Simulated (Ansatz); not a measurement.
# MoH5: from a guess to a relaxed structure

Where does this trial cell of MoH5 go when cell and atoms are let free?

Computed with Ansatz 0.2.0 (DFT PBE, scalar-relativistic, plane waves, PAW, unless a step's input says otherwise).

## 1. The structure to begin with

The structure is cubic, space group F-43m (No. 216). Conventional cell: a = 6.126 Å, b = 6.126 Å, c = 6.126 Å, α = 90.00°, β = 90.00°, γ = 90.00°. Around H (site symmetry -43m) lie 12 H at 2.54 Å and 4 Mo at 2.65 Å. H (site symmetry 3m) has 9 H at 2.15 to 2.54 Å and 3 Mo at 2.54 Å as nearest neighbours. Around Mo (site symmetry -43m) lie 16 H at 2.54 to 2.65 Å.

As a file:

```
H Mo
1.0
     0.00000    3.06310    3.06310
     3.06310    0.00000    3.06310
     3.06310    3.06310    0.00000
H Mo
5 1
Direct
  0.25000 0.25000 0.25000
  0.62426 0.12721 0.62426
  0.62426 0.62426 0.12721
  0.62426 0.62426 0.62426
  0.12721 0.62426 0.62426
  0.00000 0.00000 0.00000
```

The cell is invented: species swapped into a database cell of Be5Pt (F-43m, No. 216), with H on the Be sites and Mo on the Pt sites. Lengths come from tabulated atomic sizes and are only a guess.

## 2. The guess as it stands, on a coarse mesh

Input file input.yaml:

```yaml
crystal:
  lattice:
    - [0.0, 3.06309945, 3.06309945]
    - [3.06309945, 0.0, 3.06309945]
    - [3.06309945, 3.06309945, 0.0]
  atoms:
    - { symbol: H, position: [0.25, 0.25, 0.25] }
    - { symbol: H, position: [0.62426262, 0.12721214, 0.62426262] }
    - { symbol: H, position: [0.62426262, 0.62426262, 0.12721214] }
    - { symbol: H, position: [0.62426262, 0.62426262, 0.62426262] }
    - { symbol: H, position: [0.12721214, 0.62426262, 0.62426262] }
    - { symbol: Mo, position: [0.0, 0.0, 0.0] }
basis:
  ecutwfc: 420
kpoints:
  mp_grid: { grid: [6, 6, 6] }
hamiltonian:
  xc: pbe
scf:
  occupations: { method: gaussian, width: 0.1 }
  lower_state_search: "off"
output:
  forces: true
  stress: true
  eigenvalues: true
```

Started as:

```console
> ansatz run input.yaml --threads 1 --pin off --max-ram 2048MiB --backend cpu --events-out ev --progress --plain --runs-dir out
```

The log of the run (excerpt; [...] marks lines left out):

```text
[...]
SCF converged after 6 iterations
Free energy (F): -5026.512425 eV
[...]
E sigma→0 (E₀):  -5026.499678 eV
Entropy (-TS):   -0.025493 eV (-4.249 meV/atom)
Fermi energy:    4.405043 eV
[...]
--- Forces (eV/Å), atoms counted from 1 ---
  atom   1  H     -0.00000000    -0.00000000    -0.00000000
  atom   2  H     -0.20420932     0.20420932    -0.20420932
  atom   3  H     -0.20420932    -0.20420932     0.20420932
  atom   4  H      0.20420932     0.20420932     0.20420932
  atom   5  H      0.20420932    -0.20420932    -0.20420932
  atom   6  Mo    -0.00000000     0.00000000    -0.00000000
[...]
--- Stress (GPa, compression-positive) ---
      -32.111805      -0.000000      -0.000000
       -0.000000     -32.111805       0.000000
       -0.000000       0.000000     -32.111805
  P = ⅓ Tr σ = -32.1118 GPa (-321.118 kbar)
--- Band table (eV; the first three rows and the last of 16) ---
  k-point 0: bands = ["-57.2278", "-31.2019", "-31.2019", "-31.2019", "-3.4834", "2.9722", "2.9722", "2.9722", "4.0615", "4.0615", "4.2075", "6.3246", "6.3246", "6.3246", "12.2023", "13.1507"]
[...]
```

Run time: 0.93 s. Hardware: 1 thread of Intel Xeon Platinum 8488C (Sapphire Rapids), shared host; peak memory 0.34 GiB.

From the probe: pressure -32.1 GPa, largest force 0.35 eV/Å, gap on this mesh none (metal). A cheap, loose relaxation comes first.

## 3. Coarse relaxation

input.yaml: that of step 2 with these lines changed.

```diff
@@ -25 +25,6 @@
   eigenvalues: true
+relax:
+  adjacent_minimum: "off"
+  f_tol: 0.04
+  max_steps: 70
+  cell: { stress_tol: 0.4 }
```

Started as:

```console
> ansatz run input.yaml --threads 1 --pin off --max-ram 2048MiB --backend cpu --events-out ev --progress --plain --runs-dir out
```

The log of the run:

```text
Warning: RAYON_NUM_THREADS=1 ignored (pool sized by the plan → 1); use --threads N
Engine: ansatz 0.2.0, x86_64-unknown-linux-gnu
Pseudopotentials: kind: paw
Pseudopotential: H, paw, valence charge 1, recommended cutoff 420 eV (normal), H.paw.azcp
Pseudopotential: Mo, paw, valence charge 14, recommended cutoff 420 eV (normal), Mo.paw.azcp
Functional definition: PBE
  parameter kappa = 0.804
  parameter beta = 0.06672455060314922
  exchange = pbe_x(kappa = kappa, mu = beta*pi^2/3)
  correlation = pbe_c(beta = beta)
Crystal: 6 atoms, lattice volume = 57.480 Å³
Basis set: ecut = 420 eV, 1139 PW (Γ), exchange–correlation on 60×60×60 points (8 copies of the dense FFT grid, shifted against one another)
Bands: 16, of which v1, the nominal top of the filled ones, is band 10 counted from 1 (9 counted from 0)
Symmetry: 24 space group operations
Space group: F-43m (ITA 216), of the structure as read, at distance tolerance 3.9e-5 Å
k-points: 16 of 216 (time reversal used)
Non-local potential: H, projectors of the file, l = 0: 2, l = 1: 1
Non-local potential: Mo, projectors of the file, l = 0: 3, l = 1: 2, l = 2: 2, l = 3: 1
PAW form: soft (Blöchl's): semilocal exchange-correlation on the pseudo side does not see the compensation charge
PAW one-centre angular grid: H, 110 points (default); XC on 64 Gauss nodes
PAW one-centre angular grid: Mo, 590 points (default); XC on 64 Gauss nodes
Initial density: superposition of atomic densities (neutral atoms: chi_scale 0, normalization atom), corrected by the library's trained network
Initial wavefunctions: pseudopotential atomic-orbital guess
Functional: x = pbe(κ = 0.804, μ = 0.2195149727645171), c = pbe(β = 0.06672455060314922)
SCF iter   1: F=—  HF=-5026.514989 eV  |F-HF|=—  |Δ(HF+E_count)|=         —  Δρ=6.52e-3  dr2=3.90e-2  ethr=1.77e-3  ⟨swp⟩=5.0  Hψ=1209  notcnv=0
preconditioner: auto → Kerker (q_TF=auto, 2.269 Å⁻¹)  [metal: Δε(μ)=0.017 eV  Ē_g=5.536 eV  σ=0.100 eV  W_gap=0.09  n_scr=14 (ndim 8)  ℏωp=16.2 eV  f_vac=0.000  D(μ)=5.33/eV (n_scr^D=58)]
SCF iter   2: F=—  HF=-5026.513814 eV  |F-HF|=—  |Δ(HF+E_count)|=   1.17e-3  Δρ=3.89e-3  dr2=1.43e-2  ethr=2.05e-4  ⟨swp⟩=1.0  Hψ=384  notcnv=0
SCF iter   3: F=—  HF=-5026.512365 eV  |F-HF|=—  |Δ(HF+E_count)|=   1.45e-3  Δρ=3.43e-4  dr2=7.12e-5  ethr=7.52e-5  ⟨swp⟩=1.1  Hψ=241  notcnv=0
SCF iter   4: F=—  HF=-5026.512424 eV  |F-HF|=—  |Δ(HF+E_count)|=   5.85e-5  Δρ=1.03e-4  dr2=6.05e-6  ethr=3.75e-7  ⟨swp⟩=2.2  Hψ=319  notcnv=0
SCF iter   5: F=—  HF=-5026.512425 eV  |F-HF|=—  |Δ(HF+E_count)|=   8.45e-7  Δρ=1.95e-5  dr2=2.44e-7  ethr=3.19e-8  ⟨swp⟩=1.8  Hψ=302  notcnv=0
SCF iter   6: F=-5026.512425 eV  HF=-5026.512425 eV  |F-HF|=1.61e-8  |Δ(HF+E_count)|=   6.61e-8  Δρ=4.64e-6  dr2=2.63e-8  ethr=5.26e-10  ⟨swp⟩=7.4  Hψ=1028  notcnv=0
SCF 1 converged in 6 iterations: F = -5026.512425 eV  dr2 = 2.63e-8
relax step   1: F+E_penalty+E_count = -5026.51242471 eV  Δ(F+E_penalty+E_count) = +0.000e0 eV  max|allowed force component| = 2.042e-1 eV/Å  Δτ_max = 0.0000 Å  P = -32.112 GPa  Ω = 57.480 Å³  (6 SCF iters, dr2 threshold 1.00e-7 eV, accepted)
Crystal: 6 atoms, lattice volume = 49.476 Å³
Basis set: ecut = 420 eV, 941 PW (Γ), exchange–correlation on 60×60×60 points (8 copies of the dense FFT grid, shifted against one another)
Initial density: handed on by an earlier stage of this run
Initial wavefunctions: those handed on with the density
SCF iter   1: F=—  HF=-5028.288838 eV  |F-HF|=—  |Δ(HF+E_count)|=         —  Δρ=2.97e-2  dr2=8.11e-1  ethr=3.10e-3  ⟨swp⟩=5.0  Hψ=1173  notcnv=0
preconditioner: auto → Kerker (q_TF=auto, 2.326 Å⁻¹)  [metal: Δε(μ)=0.070 eV  Ē_g=6.455 eV  σ=0.100 eV  W_gap=0.35  n_scr=14 (ndim 8)  ℏωp=17.5 eV  f_vac=0.000  D(μ)=3.09/eV (n_scr^D=26)]
SCF iter   2: F=—  HF=-5028.228633 eV  |F-HF|=—  |Δ(HF+E_count)|=   6.02e-2  Δρ=1.60e-2  dr2=2.35e-1  ethr=3.10e-3  ⟨swp⟩=1.0  Hψ=384  notcnv=0
SCF iter   3: F=—  HF=-5028.205432 eV  |F-HF|=—  |Δ(HF+E_count)|=   2.32e-2  Δρ=1.57e-3  dr2=1.05e-3  ethr=1.24e-3  ⟨swp⟩=1.0  Hψ=235  notcnv=0
SCF iter   4: F=—  HF=-5028.205810 eV  |F-HF|=—  |Δ(HF+E_count)|=   3.79e-4  Δρ=5.85e-4  dr2=2.07e-4  ethr=5.55e-6  ⟨swp⟩=2.9  Hψ=418  notcnv=0
SCF iter   5: F=—  HF=-5028.205787 eV  |F-HF|=—  |Δ(HF+E_count)|=   2.34e-5  Δρ=7.98e-5  dr2=3.39e-6  ethr=1.09e-6  ⟨swp⟩=2.1  Hψ=354  notcnv=0
SCF iter   6: F=-5028.205787 eV  HF=-5028.205787 eV  |F-HF|=7.47e-8  |Δ(HF+E_count)|=   3.86e-7  Δρ=1.95e-5  dr2=2.24e-7  ethr=3.16e-9  ⟨swp⟩=8.2  Hψ=1240  notcnv=0
SCF 2 converged in 6 iterations: F = -5028.205787 eV  dr2 = 2.24e-7
relax step   2: F+E_penalty+E_count = -5028.20578705 eV  Δ(F+E_penalty+E_count) = -1.693e0 eV  max|allowed force component| = 1.794e-1 eV/Å  Δτ_max = 0.0218 Å  P = -33.954 GPa  Ω = 49.476 Å³  energy of the carried Pulay correction = +7.176e-3 eV  (6 SCF iters, dr2 threshold 6.00e-7 eV, accepted)
Crystal: 6 atoms, lattice volume = 42.187 Å³
Basis set: ecut = 420 eV, 869 PW (Γ), exchange–correlation on 60×60×60 points (8 copies of the dense FFT grid, shifted against one another)
SCF iter   1: F=—  HF=-5029.848763 eV  |F-HF|=—  |Δ(HF+E_count)|=         —  Δρ=3.10e-2  dr2=6.75e-1  ethr=3.10e-3  ⟨swp⟩=4.8  Hψ=1211  notcnv=0
preconditioner: auto → Kerker (q_TF=auto, 2.389 Å⁻¹)  [metal: Δε(μ)=0.084 eV  Ē_g=7.494 eV  σ=0.100 eV  W_gap=0.39  n_scr=14 (ndim 8)  ℏωp=19.0 eV  f_vac=0.000  D(μ)=2.20/eV (n_scr^D=14)]
SCF iter   2: F=—  HF=-5029.790628 eV  |F-HF|=—  |Δ(HF+E_count)|=   5.81e-2  Δρ=1.79e-2  dr2=2.24e-1  ethr=3.10e-3  ⟨swp⟩=1.0  Hψ=384  notcnv=0
preconditioner: auto → none  [insulator: Δε(μ)=0.125 eV  Ē_g=7.474 eV  σ=0.100 eV  W_gap=0.58  n_scr=14 (ndim 8)  ℏωp=19.0 eV  f_vac=0.000  D(μ)=2.83/eV (n_scr^D=26)  ε∞_Penn≈7.4]
SCF iter   3: F=—  HF=-5029.764121 eV  |F-HF|=—  |Δ(HF+E_count)|=   2.65e-2  Δρ=1.63e-3  dr2=1.10e-3  ethr=1.18e-3  ⟨swp⟩=1.7  Hψ=250  notcnv=0
SCF iter   4: F=—  HF=-5029.764231 eV  |F-HF|=—  |Δ(HF+E_count)|=   1.10e-4  Δρ=6.81e-4  dr2=3.23e-4  ethr=5.81e-6  ⟨swp⟩=2.0  Hψ=316  notcnv=0
SCF iter   5: F=—  HF=-5029.764181 eV  |F-HF|=—  |Δ(HF+E_count)|=   5.03e-5  Δρ=1.62e-4  dr2=1.59e-5  ethr=1.70e-6  ⟨swp⟩=1.1  Hψ=236  notcnv=0
SCF iter   6: F=-5029.764179 eV  HF=-5029.764180 eV  |F-HF|=2.36e-7  |Δ(HF+E_count)|=   1.56e-6  Δρ=2.26e-5  dr2=3.57e-7  ethr=3.16e-9  ⟨swp⟩=7.1  Hψ=1148  notcnv=0
SCF 3 converged in 6 iterations: F = -5029.764179 eV  dr2 = 3.57e-7
relax step   3: F+E_penalty+E_count = -5029.76417927 eV  Δ(F+E_penalty+E_count) = -1.558e0 eV  max|allowed force component| = 1.286e-1 eV/Å  Δτ_max = 0.0167 Å  P = -32.729 GPa  Ω = 42.187 Å³  energy of the carried Pulay correction = +1.472e-2 eV  (6 SCF iters, dr2 threshold 6.00e-7 eV, accepted)
[... 13 lines left out ...]
relax step   4: F+E_penalty+E_count = -5030.98992509 eV  Δ(F+E_penalty+E_count) = -1.226e0 eV  max|allowed force component| = 5.086e-2 eV/Å  Δτ_max = 0.0104 Å  P = -25.218 GPa  Ω = 35.663 Å³  energy of the carried Pulay correction = +2.247e-2 eV  (7 SCF iters, dr2 threshold 6.00e-7 eV, accepted)
[... 11 lines left out ...]
relax step   5: F+E_penalty+E_count = -5031.60633703 eV  Δ(F+E_penalty+E_count) = -6.164e-1 eV  max|allowed force component| = 1.953e-2 eV/Å  Δτ_max = 0.0072 Å  P = -5.910 GPa  Ω = 29.962 Å³  energy of the carried Pulay correction = +3.017e-2 eV  (6 SCF iters, dr2 threshold 6.00e-7 eV, accepted)
[... 12 lines left out ...]
relax step   6: F+E_penalty+E_count = -5031.54157517 eV  Δ(F+E_penalty+E_count) = +6.476e-2 eV  max|allowed force component| = 2.974e-1 eV/Å  Δτ_max = 0.1163 Å  P = +3.149 GPa  Ω = 28.234 Å³  energy of the carried Pulay correction = +3.270e-2 eV  (6 SCF iters, dr2 threshold 6.00e-7 eV, rejected (line search))
[... 10 lines left out ...]
relax step   7: F+E_penalty+E_count = -5031.62761920 eV  Δ(F+E_penalty+E_count) = -2.128e-2 eV  max|allowed force component| = 2.960e-2 eV/Å  Δτ_max = 0.0051 Å  P = +1.196 GPa  Ω = 28.746 Å³  energy of the carried Pulay correction = +3.194e-2 eV  (6 SCF iters, accepted)
[... 12 lines left out ...]
relax step   8: F+E_penalty+E_count = -5031.62869608 eV  Δ(F+E_penalty+E_count) = -1.077e-3 eV  max|allowed force component| = 2.136e-3 eV/Å  Δτ_max = 0.0096 Å  P = -0.010 GPa  Ω = 28.906 Å³  energy of the carried Pulay correction = +3.170e-2 eV  (6 SCF iters, dr2 threshold 6.00e-7 eV, accepted)
Basis set: ecut = 420 eV, 537 PW (Γ), exchange–correlation on 48×48×48 points (8 copies of the dense FFT grid, shifted against one another)
Initial wavefunctions: pseudopotential atomic-orbital guess (no wavefunctions were taken with the density)
iter 1 solved again at ethr=1.51e-7 eV; its pass at ethr=3.10e-3 eV (dr2=2.86e-5 eV) is discarded
SCF iter   1: F=—  HF=-5031.617257 eV  |F-HF|=—  |Δ(HF+E_count)|=         —  Δρ=9.59e-4  dr2=3.27e-5  ethr=1.51e-7  ⟨swp⟩=2.6  Hψ=1878  notcnv=0
preconditioner: auto → none  [insulator: Δε(μ)=0.310 eV  Ē_g=10.438 eV  σ=0.100 eV  W_gap=0.54  n_scr=8 (ndim 8)  ℏωp=22.9 eV  f_vac=0.000  D(μ)=2.30/eV (n_scr^D=26)  ε∞_Penn≈5.8]
SCF iter   2: F=—  HF=-5031.617361 eV  |F-HF|=—  |Δ(HF+E_count)|=   1.03e-4  Δρ=4.81e-4  dr2=7.29e-6  ethr=1.51e-7  ⟨swp⟩=2.3  Hψ=338  notcnv=0
SCF iter   3: F=—  HF=-5031.617396 eV  |F-HF|=—  |Δ(HF+E_count)|=   3.51e-5  Δρ=2.14e-5  dr2=4.77e-8  ethr=3.84e-8  ⟨swp⟩=2.0  Hψ=344  notcnv=0
SCF iter   4: F=—  HF=-5031.617396 eV  |F-HF|=—  |Δ(HF+E_count)|=   1.11e-7  Δρ=2.86e-6  dr2=8.75e-10  ethr=2.51e-10  ⟨swp⟩=2.2  Hψ=345  notcnv=0
iter 5 did not close the SCF: its close was put off for the readings that it lacked (scf_convergence_deferred on its scf_iter line)
SCF iter   5: F=-5031.617396 eV  HF=-5031.617396 eV  |F-HF|=4.18e-11  |Δ(HF+E_count)|=  4.11e-10  Δρ=4.56e-7  dr2=6.11e-11  ethr=4.60e-12  ⟨swp⟩=1.5  Hψ=292  notcnv=0
SCF iter   6: F=-5031.617396 eV  HF=-5031.617396 eV  |F-HF|=0.00e0  |Δ(HF+E_count)|=  5.46e-12  Δρ=6.09e-8  dr2=1.33e-12  ethr=1.00e-12  ⟨swp⟩=2.0  Hψ=639  notcnv=0
SCF 9 converged in 6 iterations: F = -5031.617396 eV  dr2 = 1.33e-12
relax step   9: F+E_penalty+E_count = -5031.61739584 eV  Δ(F+E_penalty+E_count) = +1.130e-2 eV  max|allowed force component| = 7.941e-4 eV/Å  Δτ_max = 0.0000 Å  P = -0.128 GPa  Ω = 28.906 Å³  stress off target by 1.28e-1 GPa  SCF on the basis re-selected at this cell (its energy is not comparable with the rows above)  (6 SCF iters)
basis re-selected at this cell: Δ(F+E_penalty+E_count) = +1.130e-2 eV, ΔP = -0.118 GPa vs the last step (what re-selecting the basis moved, of the pressure what is left beyond the Pulay correction that the steps carried, after the strain that the cell walked since its last selection, with what the two solves' SCF thresholds leave and, on support functions, any second-order correction that the steps lacked; it is no measure of the basis error at this ecutwfc). The dense FFT grid was sized anew with the basis: this SCF ran on 24×24×24 points, the steps before it on 30×30×30, so part of this shift can come from that change (see relax.cell in the input reference). This SCF's stress stands 1.28e-1 GPa from its target on what of the cell is left free (relax.cell.stress_tol is 4.00e-1 GPa) and its largest allowed force component is 7.94e-4 eV/Å (relax.f_tol is 4.00e-2 eV/Å): within both
SCF converged after 6 iterations
Free energy (F): -5031.617396 eV
Harris-Foulkes:  -5031.617396 eV  (|F-HF|=0.00e0)
Internal energy: -5031.605879 eV  (E = F + TS)
E sigma→0 (E₀):  -5031.611637 eV
Entropy (-TS):   -0.011517 eV (-1.920 meV/atom)
Fermi energy:    13.844463 eV
--- Per-component energies (eV) ---
  E_band       = -134.531302
  E_kinetic    = 510.665817
  E_local      = -1053.249033  (includes V_loc(G=0)·N_el)
  E_nonlocal   = 149.613659
  E_hartree    = 346.777886
  E_xc         = -229.304215
  E_vxc        = -288.646508  (∫ρ·V_xc dr)
  E_paw        = -3203.379068  (= ΣΔE_a)
  E_vpaw       = -146.465601  (= ΣTr[D̂ρ^β])
  E_aug_tail   = -0.005441  (compensation charges beyond the density's cutoff)
  E_ewald      = -1552.725484
  E_smearing   = -0.011517  (= −TS)
  E_closure    = 0.000000  (closes the sum)
  Σ components = -5031.617396   (vs F -5031.617396, Δ=0.00e0)
--- Forces (eV/Å), atoms counted from 1 ---
  atom   1  H      0.00000000    -0.00000000    -0.00000000
  atom   2  H     -0.00079406     0.00079406    -0.00079406
  atom   3  H     -0.00079406    -0.00079406     0.00079406
  atom   4  H      0.00079406     0.00079406     0.00079406
  atom   5  H      0.00079406    -0.00079406    -0.00079406
  atom   6  Mo    -0.00000000     0.00000000     0.00000000
  max |Σ_I F_I| component: 8.50e-17 eV/Å
--- Stress (GPa, compression-positive) ---
       -0.128334      -0.000000      -0.000000
       -0.000000      -0.128334      -0.000000
       -0.000000      -0.000000      -0.128334
  P = ⅓ Tr σ = -0.1283 GPa (-1.283 kbar)
--- Band table (eV; the first three rows and the last of 16) ---
  k-point 0: bands = ["-47.9818", "-21.9861", "-21.9861", "-21.9861", "0.1183", "10.1391", "10.1391", "10.1391", "12.7334", "12.7334", "12.7426", "16.8873", "16.8873", "16.8873", "23.4064", "27.9928"]
  k-point 1: bands = ["-47.9764", "-22.0507", "-21.9939", "-21.9939", "0.7107", "8.6048", "10.1672", "10.1672", "12.3848", "12.3848", "13.5284", "16.8406", "18.0451", "18.0451", "24.0280", "26.5724"]
  k-point 2: bands = ["-47.9655", "-22.1775", "-22.0095", "-22.0095", "2.2752", "6.5338", "9.7322", "9.7322", "13.0248", "13.0248", "13.1070", "16.9280", "19.1937", "19.1937", "23.2412", "24.6657"]
  k-point 15: bands = ["-47.9528", "-22.1862", "-22.1111", "-22.0761", "4.9736", "5.4535", "6.8684", "10.3025", "12.9822", "14.2164", "14.9037", "15.3524", "17.1347", "19.2111", "23.0220", "25.9634"]
--- Relaxed structure (8 steps of the walk, 7 accepted, 1 SCFs on fresh bases) ---
  F+E_penalty+E_count = -5031.61739584 eV   max|allowed force component| = 7.941e-4 eV/Å   (the final SCF, on the basis selected at the relaxed cell)
  cell:  # Å, volume = 28.9058 Å³
    - [6.519613861122518e-34, 2.4358550753165367, 2.4358550753165367]
    - [2.4358550753165367, -1.705799374195867e-33, 2.4358550753165367]
    - [2.4358550753165367, 2.4358550753165367, 6.2533339784456626e-34]
  atoms:
    - { symbol: H, position: [0.25, 0.25, 0.25] }
    - { symbol: H, position: [0.6267940314963399, 0.11961790551097995, 0.6267940314963399] }
    - { symbol: H, position: [0.6267940314963399, 0.6267940314963399, 0.11961790551097995] }
    - { symbol: H, position: [0.6267940314963399, 0.6267940314963399, 0.6267940314963399] }
    - { symbol: H, position: [0.11961790551097995, 0.6267940314963399, 0.6267940314963399] }
    - { symbol: Mo, position: [9.438824434168099e-20, 9.438824434168039e-20, -9.438824434168098e-20] }
```

Wall time 9.3 s (1 thread of Intel Xeon Platinum 8488C (Sapphire Rapids), shared host); peak memory 0.35 GiB.

The steps of the relaxation:

```csv
step,energy from step 1 (eV/cell),largest force component (eV/Å),pressure (GPa),volume (Å³)
1,0.0000,0.2042,-32.11,57.48
2,-1.6934,0.1794,-33.95,49.48
3,-3.2518,0.1286,-32.73,42.19
4,-4.4775,0.0509,-25.22,35.66
5,-5.0939,0.0195,-5.91,29.96
6,-5.0292,0.2974,3.15,28.23
7,-5.1152,0.0296,1.20,28.75
8,-5.1163,0.0021,-0.01,28.91
9,-5.1050,0.0008,-0.13,28.91
```

Step 1 is the start. Step 9 repeats the geometry before it on a plane-wave basis chosen anew for that cell, so its energy need not be comparable with the rows above. Step 6 was tried and not accepted.

Lengths and angles in the start's conventional setting:

|  | before | after | change |
| --- | --- | --- | --- |
| a (Å) | 6.126 | 4.872 | -20.5 % |
| b (Å) | 6.126 | 4.872 | -20.5 % |
| c (Å) | 6.126 | 4.872 | -20.5 % |
| volume (Å³/atom) | 9.58 | 4.82 | -49.7 % |
| shortest distance (Å) | 2.153 | 1.698 | -21.2 % |
| space group (0.01 Å) | F-43m | F-43m | same |

Forces and stress were held to the start's 24 operations: a distortion of lower symmetry was not tested.

(Part 1 of 2 ends here.)
